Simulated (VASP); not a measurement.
## AlN: lattice, stiffness and zone-centre modes

What lattice, stiffness and vibrations does AlN have at one level of theory? The starting structure is a measured crystal structure from the Crystallography Open Database. All runs use LDA.

Program: VASP 6.6.1. Level of theory: Kohn-Sham DFT with plane waves and PAW; LDA. Results are calculated unless marked as measured.

### Step 1. The starting structure

It takes space group P6_3mc (No. 186, hexagonal). The conventional cell has a = 3.081 Å, b = 3.081 Å, c = 5.031 Å, α = 90.00°, β = 90.00°, γ = 120.00°. Al has 4 N at 1.88 to 1.92 Å nearest. Nearest to N lie 4 Al at 1.88 to 1.92 Å. Farther neighbours and most contacts between anions are not listed.

Coordinates:

```cif
data_structure
_symmetry_space_group_name_H-M 'P6_3mc'
_symmetry_Int_Tables_number 186
_cell_length_a 3.0810
_cell_length_b 3.0810
_cell_length_c 5.0310
_cell_angle_alpha 90.000
_cell_angle_beta 90.000
_cell_angle_gamma 120.000
_cell_volume 41.36
loop_
_atom_site_label
_atom_site_type_symbol
_atom_site_symmetry_multiplicity
_atom_site_Wyckoff_symbol
_atom_site_fract_x
_atom_site_fract_y
_atom_site_fract_z
_atom_site_occupancy
Al1 Al 2 b 0.66667 0.33333 0.50000 1
N1 N 2 b 0.66667 0.33333 0.88200 1
```

### Step 2. Relaxation

This run starts from the cell of an earlier relaxation, which isn't shown; the restart sets up the plane waves anew.

Contents of INCAR:

```
SYSTEM = AlN
PREC = Accurate
ENCUT = 560
EDIFF = 1E-07
NELM = 100
ISMEAR = 0
SIGMA = 0.03
LREAL = .FALSE.
ALGO = Normal
GGA = CA
NBANDS = 14
LORBIT = 11
LWAVE = .FALSE.
LCHARG = .FALSE.
KPAR = 8
IBRION = 2
NSW = 50
ISIF = 3
EDIFFG = -0.002
```

Contents of POSCAR:

```
AlN
1.0
    3.0916129067      0.0000000000      0.0000000000
   -1.5458064533      2.6774153159      0.0000000000
    0.0000000000      0.0000000000      4.9481458343
Al N
2 2
Direct
    0.6666666667      0.3333333333      0.5000138758
    0.3333333333      0.6666666667      0.0000138758
    0.6666666667      0.3333333333      0.8819861242
    0.3333333333      0.6666666667      0.3819861242
```

Contents of KPOINTS:

```
Automatic mesh
0
Gamma
9 9 4
0 0 0
```

The projector-augmented-wave data sets are Al and N (LDA family, release 64).

The run is started by

```sh
$ mpirun -np 8 vasp_std
```

Output:

```text
[banner, memory and clock lines left out]
running    8 mpi-ranks, on    1 nodes
 distrk:  each k-point on    1 cores,    8 groups
 distr:  one band on    1 cores,    1 groups

 POSCAR found type information on POSCAR AlN
 POSCAR found :  2 types and       4 ions
|                                                                             |
|           W    W    AA    RRRRR   N    N  II  N    N   GGGG   !!!           |
|           W    W   A  A   R    R  NN   N  II  NN   N  G    G  !!!           |
|           W    W  A    A  R    R  N N  N  II  N N  N  G       !!!           |
|           W WW W  AAAAAA  RRRRR   N  N N  II  N  N N  G  GGG   !            |
|           WW  WW  A    A  R   R   N   NN  II  N   NN  G    G                |
|           W    W  A    A  R    R  N    N  II  N    N   GGGG   !!!           |
|                                                                             |
|     For optimal performance we recommend to set                             |
|       NCORE = 2 up to number-of-cores-per-socket                            |
|     NCORE specifies how many cores store one orbital (NPAR=cpu/NCORE).      |
|     This setting can greatly improve the performance of VASP for DFT.       |
|     The default, NCORE=1 might be grossly inefficient on modern             |
|     multi-core architectures or massively parallel machines. Do your        |
|     Unfortunately you need to use the default for GW and RPA                |
|     calculations (for HF NCORE is supported but not extensively tested      |
|     yet).                                                                   |
|                                                                             |

 LDA part: xc-table for (Slater(with rela. corr.)+CA(PZ))
 , standard interpolation
 POSCAR, INCAR and KPOINTS ok, starting setup
 FFT: planning ... GRIDC
 FFT: planning ... GRID_SOFT
 FFT: planning ... GRID
 WAVECAR not read
 entering main loop
       N       E                     dE             d eps       ncg     rms          rms(c)
DAV:   1     0.437278305496E+02    0.43728E+02   -0.79258E+03  1008   0.110E+03
DAV:   2    -0.342563320505E+02   -0.77984E+02   -0.72415E+02  1402   0.194E+02
DAV:   3    -0.379523786930E+02   -0.36960E+01   -0.36827E+01  1338   0.446E+01
DAV:   4    -0.379742545223E+02   -0.21876E-01   -0.21872E-01  1164   0.416E+00
DAV:   5    -0.379744711662E+02   -0.21664E-03   -0.21664E-03  1284   0.409E-01    0.124E+01
DAV:   6    -0.329498496111E+02    0.50246E+01   -0.14147E+01  1146   0.275E+01    0.443E+00
DAV:   7    -0.329009629960E+02    0.48887E-01   -0.65139E-01  1194   0.540E+00    0.280E+00
DAV:   8    -0.328454600729E+02    0.55503E-01   -0.79264E-02  1176   0.254E+00    0.381E-01
DAV:   9    -0.328410364038E+02    0.44237E-02   -0.10432E-02  1332   0.725E-01    0.214E-01
DAV:  10    -0.328412059629E+02   -0.16956E-03   -0.82951E-04  1128   0.196E-01    0.103E-01
DAV:  11    -0.328411527777E+02    0.53185E-04   -0.11998E-04  1248   0.859E-02    0.197E-02
DAV:  12    -0.328411524845E+02    0.29318E-06   -0.20286E-06  1284   0.118E-02    0.515E-03
DAV:  13    -0.328411522824E+02    0.20213E-06   -0.11506E-06  1302   0.797E-03    0.907E-04
DAV:  14    -0.328411523019E+02   -0.19509E-07   -0.20395E-08   738   0.122E-03
   1 F= -.32841152E+02 E0= -.32841152E+02  d E =-.328412E+02
 curvature:   0.00 expect dE= 0.000E+00 dE for cont linesearch  0.000E+00
 trial: gam= 0.00000 g(F)=  0.938E-07 g(S)=  0.175E-05 ort = 0.000E+00 (trialstep = 0.100E+01)
 search vector abs. value=  0.184E-05
 reached required accuracy - stopping structural energy minimisation
```

Wall time 5.8 s (8 MPI ranks of AMD EPYC 7R43, shared host); peak memory 0.98 GiB.

Lines that name or quote the potential files are left out of all logs, and their timing lines are given in words.

OUTCAR, selected parts (step 2):

```text
ion  position               nearest neighbor table
   1  0.667  0.333  0.500-   4 1.88   4 1.88   4 1.88   3 1.89   2 3.05   2 3.05   2 3.05   2 3.05
                             2 3.05   2 3.05
   2  0.333  0.667  0.000-   3 1.88   3 1.88   3 1.88   4 1.89   1 3.05   1 3.05   1 3.05   1 3.05
                             1 3.05   1 3.05
   3  0.667  0.333  0.882-   2 1.88   2 1.88   2 1.88   1 1.89
   4  0.333  0.667  0.382-   1 1.88   1 1.88   1 1.88   2 1.89

  LATTYP: Found a hexagonal cell.
 ALAT       =     3.0916129067
 C/A-ratio  =     1.6005062676

 Subroutine GETGRP returns: Found 12 space group operations
 (whereof  6 operations were pure point group operations)

The static configuration has the point symmetry C_3v.
 The point group associated with its full space group is C_6v.

 Found     36 irreducible k-points:

   k-points           NKPTS =     36   k-points in BZ     NKDIM =     36   number of bands    NBANDS=     14

   dimension x,y,z NGX =    24 NGY =   24 NGZ =   40
   dimension x,y,z NGXF=    48 NGYF=   48 NGZF=   80

   ENCUT  =  560.0 eV  41.16 Ry    6.42 a.u.   5.97  5.97  9.55*2*pi/ulx,y,z

   NELECT =      16.0000    total number of electrons

 k-points in reciprocal lattice and weights: Automatic mesh
   0.00000000  0.00000000  0.00000000       0.003
   0.11111111 -0.00000000  0.00000000       0.019
   0.22222222  0.00000000  0.00000000       0.019
   0.33333333 -0.00000000  0.00000000       0.019
   0.44444444  0.00000000  0.00000000       0.019
   0.11111111  0.11111111  0.00000000       0.019
   0.22222222  0.11111111  0.00000000       0.037
   0.33333333  0.11111111  0.00000000       0.037
   0.44444444  0.11111111  0.00000000       0.019
[...]
0.33333333  0.22222222  0.50000000       0.037
   0.33333333  0.33333333  0.50000000       0.006

 average (electrostatic) potential at core
       1 -69.6853       2 -69.6853       3 -59.6912       4 -59.6912

 E-fermi :   6.2979

 k-point     1 :       0.0000    0.0000    0.0000
  band No.  band energies     occupation
    ...
      4       5.1982      2.00000
      5       5.1982      2.00000
      6       5.8590      2.00000
      7       5.8590      2.00000
      8       6.0864      2.00000
      9      10.4846      0.00000
     10      12.7922      0.00000
     11      16.7188      0.00000
     12      17.1637      0.00000
     13      17.1637      0.00000
    ...

 k-point     2 :       0.1111   -0.0000    0.0000
  band No.  band energies     occupation
    ...
      4       4.4807      2.00000
      5       4.9946      2.00000
      6       5.1893      2.00000
      7       5.8326      2.00000
      8       6.0140      2.00000
      9      11.1474      0.00000
     10      13.3939      0.00000
     11      16.0275      0.00000
     12      16.2482      0.00000
     13      17.6194      0.00000
    ...

 k-point     3 :       0.2222    0.0000    0.0000
  band No.  band energies     occupation
    ...
      4       2.9515      2.00000
      5       3.9222      2.00000
      6       4.5781      2.00000
      7       5.7019      2.00000
      8       5.7455      2.00000
      9      12.1979      0.00000
     10      13.8503      0.00000
     11      14.4132      0.00000
     12      15.9298      0.00000
     13      17.8316      0.00000
    ...

  Total        0.0068530      0.0068530      0.0071583      0.0000000      0.0000000      0.0000000
  in kB        0.2680687      0.2680687      0.2800118      0.0000000      0.0000000      0.0000000
  external PRESSURE =       0.2720498 kB  Pullay stress =       0.0000000 kB

  energy-cutoff  :      560.00
  volume of cell :       40.96
      direct lattice vectors                 reciprocal lattice vectors
     3.091612907  0.000000000  0.000000000     0.323455759  0.186747270  0.000000000
    -1.545806453  2.677415316  0.000000000     0.000000000  0.373494539  0.000000000
     0.000000000  0.000000000  4.948145834     0.000000000  0.000000000  0.202095903

 POSITION                                       TOTAL-FORCE (eV/Angst)
 -----------------------------------------------------------------------------------
      1.54581      0.89247      2.47414         0.000000     -0.000000      0.000697
     -0.00000      1.78494      0.00007        -0.000000     -0.000000      0.000697
      1.54581      0.89247      4.36420        -0.000000      0.000000     -0.000697
     -0.00000      1.78494      1.89012         0.000000     -0.000000     -0.000697
 -----------------------------------------------------------------------------------
    total drift:                               -0.000000      0.000000     -0.000501

  FREE ENERGIE OF THE ION-ELECTRON SYSTEM (eV)
  ---------------------------------------------------
  free  energy   TOTEN  =       -32.8411523019 eV

  energy  without entropy=      -32.8411523019  energy(sigma->0) =      -32.84115230

 reached required accuracy - stopping structural energy minimisation

 total charge
# of ion       s       p       d       tot
------------------------------------------
    1        0.378   0.461   0.000   0.839
    2        0.378   0.461   0.000   0.839
    3        1.209   2.625   0.000   3.835
    4        1.209   2.625   0.000   3.835
--------------------------------------------------
tot          3.174   6.173   0.000   9.348

[... 3 further parts left out ...]
```

CONTCAR:

```
AlN
   1.00000000000000
     3.0916129067000000    0.0000000000000000    0.0000000000000000
    -1.5458064533000000    2.6774153158999998    0.0000000000000000
     0.0000000000000000    0.0000000000000000    4.9481458343000000
  Al              N
     2     2
Direct
     0.6666666667000030    0.3333333332999970    0.5000138758000006
     0.3333333332999970    0.6666666667000030    0.0000138758000006
     0.6666666667000030    0.3333333332999970    0.8819861241999973
     0.3333333332999970    0.6666666667000030    0.3819861241999973
```

The run keeps the 12 symmetry operations of its start, so it cannot find a distortion of lower symmetry.

The relaxed cell holds 10.240 Å³ an atom, with a = 3.092 Å (+0.3 % against the database cell) and c = 4.948 Å (-1.6 % against the database cell). Pressures at 0.985 and 1.015 times this volume, from two more relaxations that aren't shown, give a bulk modulus of 212.4 GPa.

### Step 3. Elastic constants

Contents of INCAR:

```
SYSTEM = AlN
PREC = Accurate
ENCUT = 800
EDIFF = 1E-08
NELM = 100
ISMEAR = 0
SIGMA = 0.03
LREAL = .FALSE.
ALGO = Normal
GGA = CA
NBANDS = 14
LORBIT = 11
LWAVE = .FALSE.
LCHARG = .FALSE.
KPAR = 8
IBRION = 6
NFREE = 2
POTIM = 0.015
ISIF = 3
NSW = 1
```

POSCAR is that of step 2.

Contents of KPOINTS:

```
Automatic mesh
0
Gamma
9 9 6
0 0 0
```

The run is started by

```sh
$ mpirun -np 8 vasp_std
```

Output:

```text
[banner, memory and clock lines left out]
running    8 mpi-ranks, on    1 nodes
[...]
[... a notice as in an earlier step ...]

 LDA part: xc-table for (Slater(with rela. corr.)+CA(PZ))
 , standard interpolation
 POSCAR, INCAR and KPOINTS ok, starting setup
[...]
entering main loop
       N       E                     dE             d eps       ncg     rms          rms(c)
DAV:   1     0.629843458444E+02    0.62984E+02   -0.96263E+03  1344   0.144E+03
DAV:   2    -0.330502165131E+02   -0.96035E+02   -0.87143E+02  1850   0.231E+02
DAV:   3    -0.379549273733E+02   -0.49047E+01   -0.48800E+01  1830   0.533E+01
DAV:   4    -0.379874481918E+02   -0.32521E-01   -0.32518E-01  1476   0.530E+00
[...]
DAV:  12    -0.328501019118E+02    0.66218E-06   -0.24015E-06  1686   0.125E-02    0.425E-03
DAV:  13    -0.328501017840E+02    0.12783E-06   -0.73548E-07  1746   0.669E-03    0.110E-03
DAV:  14    -0.328501017846E+02   -0.59561E-09   -0.12802E-08  1414   0.113E-03
   1 F= -.32850102E+02 E0= -.32850102E+02  d E =-.138320E-11
[...]
2 F= -.32836777E+02 E0= -.32836777E+02  d E =-.240461E-18
   3 F= -.32835929E+02 E0= -.32835929E+02  d E =-.197301E-16
   4 F= -.32836768E+02 E0= -.32836768E+02  d E =-.453931E-17
   5 F= -.32835934E+02 E0= -.32835934E+02  d E =-.681459E-20
   6 F= -.32836934E+02 E0= -.32836934E+02  d E =-.311226E-17
   7 F= -.32835994E+02 E0= -.32835994E+02  d E =-.878716E-18
   8 F= -.32844788E+02 E0= -.32844788E+02  d E =-.900916E-14
   9 F= -.32844788E+02 E0= -.32844788E+02  d E =-.586714E-23
  10 F= -.32846307E+02 E0= -.32846307E+02  d E =-.114061E-24
  11 F= -.32846307E+02 E0= -.32846307E+02  d E =-.435287E-24
  12 F= -.32846308E+02 E0= -.32846308E+02  d E =-.122738E-23
  13 F= -.32846308E+02 E0= -.32846308E+02  d E =-.132100E-23
  14 F= -.32848252E+02 E0= -.32848252E+02  d E =-.153694E-25
  15 F= -.32848252E+02 E0= -.32848252E+02  d E =-.185615E-25
  16 F= -.32847615E+02 E0= -.32847615E+02  d E =-.474047E-14
  17 F= -.32847683E+02 E0= -.32847683E+02  d E =-.598983E-20
  18 F= -.32848244E+02 E0= -.32848244E+02  d E =-.222976E-22
  19 F= -.32848244E+02 E0= -.32848244E+02  d E =-.934368E-23
  20 F= -.32847836E+02 E0= -.32847836E+02  d E =-.473920E-21
  21 F= -.32847783E+02 E0= -.32847783E+02  d E =-.111731E-14
 Finite differences progress:
  Degree of freedom:  10/ 10
  Displacement:        2/  2
  Total:              20/ 20
```

Wall time 5.5 min (8 MPI ranks); peak memory 3.7 GiB; 44 min of CPU time.

Parts of OUTCAR (step 3):

```text
  Total       -0.0912953     -0.0912953      0.2019515     -0.0000000      0.0000000      0.0000000
  in kB       -3.5712118     -3.5712118      7.8997687     -0.0000000      0.0000000      0.0000000
  external PRESSURE =       0.2524484 kB  Pullay stress =       0.0000000 kB

 POSITION                                       TOTAL-FORCE (eV/Angst)
 -----------------------------------------------------------------------------------
      1.54581      0.89247      2.47414        -0.000000      0.000000     -0.106962
     -0.00000      1.78494      0.00007        -0.000000      0.000000     -0.097888
      1.54581      0.89247      4.34920         0.000000     -0.000000      0.313043
     -0.00000      1.78494      1.89012        -0.000000      0.000000     -0.108193
 -----------------------------------------------------------------------------------
    total drift:                                0.000000      0.000000     -0.000592

  FREE ENERGIE OF THE ION-ELECTRON SYSTEM (eV)
  ---------------------------------------------------
  free  energy   TOTEN  =       -32.8477830658 eV

  energy  without entropy=      -32.8477830658  energy(sigma->0) =      -32.84778307

[... 3 further parts left out ...]
[key lines of the parts left out:]
E-fermi :   6.2083
```

The last energy, forces and stress in OUTCAR belong to the last displaced cell, not to that of POSCAR.

The elastic tensor has C11 = 399.3, C12 = 145.5, C44 = 116.1 GPa, among others; its Hill averages are a bulk modulus of 212.5 and a shear modulus of 124.7 GPa.

### Step 4. Modes of the relaxed cell

Contents of INCAR:

```
SYSTEM = AlN
PREC = Accurate
ENCUT = 560
EDIFF = 1E-08
NELM = 100
ISMEAR = 0
SIGMA = 0.03
LREAL = .FALSE.
ALGO = Normal
GGA = CA
NBANDS = 14
LORBIT = 11
LWAVE = .FALSE.
LCHARG = .FALSE.
KPAR = 8
IBRION = 8
LEPSILON = .TRUE.
LPEAD = .TRUE.
ISIF = 2
```

POSCAR is that of step 3.

Contents of KPOINTS:

```
Automatic mesh
0
Gamma
12 12 8
0 0 0
```

The run is started by

```sh
$ mpirun -np 8 vasp_std
```

Output:

```text
[... set-up lines as in an earlier step ...]
 entering main loop
       N       E                     dE             d eps       ncg     rms          rms(c)
DAV:   1     0.455380570857E+02    0.45538E+02   -0.77682E+03  2660   0.109E+03
DAV:   2    -0.343849605852E+02   -0.79923E+02   -0.73128E+02  3680   0.200E+02
DAV:   3    -0.379531791028E+02   -0.35682E+01   -0.35554E+01  3554   0.445E+01
DAV:   4    -0.379742611088E+02   -0.21082E-01   -0.21079E-01  3014   0.413E+00
[...]
DAV:  13    -0.328411482360E+02    0.15385E-06   -0.97093E-07  3566   0.742E-03    0.987E-04
DAV:  14    -0.328411482545E+02   -0.18500E-07   -0.17232E-08  2902   0.110E-03    0.122E-03
DAV:  15    -0.328411482537E+02    0.84447E-09   -0.60845E-09  2284   0.624E-04
   1 F= -.32841148E+02 E0= -.32841148E+02  d E =-.710557E-11
 Linear response reoptimize wavefunctions to high precision
DAV:   1    -0.328411482533E+02    0.39074E-09   -0.53513E-10  2182   0.181E-04
DAV:   2    -0.328411482533E+02    0.70486E-11   -0.51728E-11  1924   0.617E-05
 Linear response to external field (no local field effect), progress :
[...]
RMM:   9    -0.235856663693E+00    0.97232E-08    0.42025E-08 31440   0.654E-05    0.283E-06
 first order change of Fermi-energy   0.26570E+00
 force on displaced ion       3 direction 1 : -16.494   0.000  -0.000
 Born effective charge ion    3 direction 1 :  -2.510  -0.000   0.000
 Linear response progress:
  Degree of freedom:   4/  4
       N       E                     dE             d eps       ncg     rms          rms(c)
RMM:   1    -0.250718736355E+00   -0.25072E+00    0.21096E-01  7170   0.324E+00
RMM:   2    -0.249013608956E+00    0.17051E-02   -0.31342E-03  5891   0.419E-01    0.189E-01
RMM:   3    -0.249143000489E+00   -0.12939E-03   -0.20794E-03  5905   0.245E-01    0.856E-02
RMM:   4    -0.250361621171E+00   -0.12186E-02   -0.95170E-04  6263   0.156E-01    0.226E-02
[...]
RMM:  11    -0.250589674623E+00   -0.48898E-07   -0.35993E-08  7005   0.426E-05    0.159E-06
RMM:  12    -0.250589662893E+00    0.11730E-07    0.11486E-08  6104   0.362E-05    0.824E-07
RMM:  13    -0.250589663766E+00   -0.87352E-09   -0.23175E-08  5110   0.349E-05    0.106E-07
 first order change of Fermi-energy   0.93369E+01
 force on displaced ion       3 direction 3 :   0.000  -0.000 -20.377
 Born effective charge ion    3 direction 3 :   0.000   0.000  -2.672
 Born effective charges drift removed
 Linear response finished
```

Elapsed: 5.5 min, on 8 MPI ranks; peak memory 7.1 GiB; 44 min of CPU time.

OUTCAR, selected parts (step 4):

```text
  Total        0.0062258      0.0062258      0.0073479      0.0000000      0.0000000      0.0000000
  in kB        0.2435344      0.2435344      0.2874300      0.0000000      0.0000000      0.0000000
  external PRESSURE =       0.2581663 kB  Pullay stress =       0.0000000 kB

 POSITION                                       TOTAL-FORCE (eV/Angst)
 -----------------------------------------------------------------------------------
      1.54581      0.89247      2.47414         0.000000      0.000000      0.000696
     -0.00000      1.78494      0.00007         0.000000     -0.000000      0.000696
      1.54581      0.89247      4.36420         0.000000      0.000000     -0.000696
     -0.00000      1.78494      1.89012        -0.000000      0.000000     -0.000696
 -----------------------------------------------------------------------------------
    total drift:                               -0.000000      0.000000     -0.000554

 MACROSCOPIC STATIC DIELECTRIC TENSOR (including local field effects in DFT)
 ------------------------------------------------------
           4.400461     0.000000     0.000000
           0.000000     4.400461    -0.000000
          -0.000000     0.000000     4.623028
 ------------------------------------------------------

 MACROSCOPIC STATIC DIELECTRIC TENSOR IONIC CONTRIBUTION
 ------------------------------------------------------
           3.533212     0.000000     0.000000
           0.000000     3.533212    -0.000000
           0.000000    -0.000000     4.784196
 ------------------------------------------------------

[... 1 part as in an earlier step ...]

[... 1 further part left out ...]
```

The zone-centre modes at 10.240 Å³ an atom are B1 (2) 731.8, E1 681.7, E2 (2) 670.8, A1 623.7, B1 (1) 553.6, E2 (1) 239.2 cm⁻¹.

[end of part 1 of 2]

[Lines on the potential files, build, host, timing and source positions are cut from VASP's logs without a mark.]

[Logs are printed without paths, hosts, clocks, repeated set-up lines and the standing remarks that a program may print on its own settings, such as how far it seeks lower states.]

[Hosts, paths, dates, database ids (printed as entryN), source tags and the programs' standing remarks are cut or masked in the printed files.]
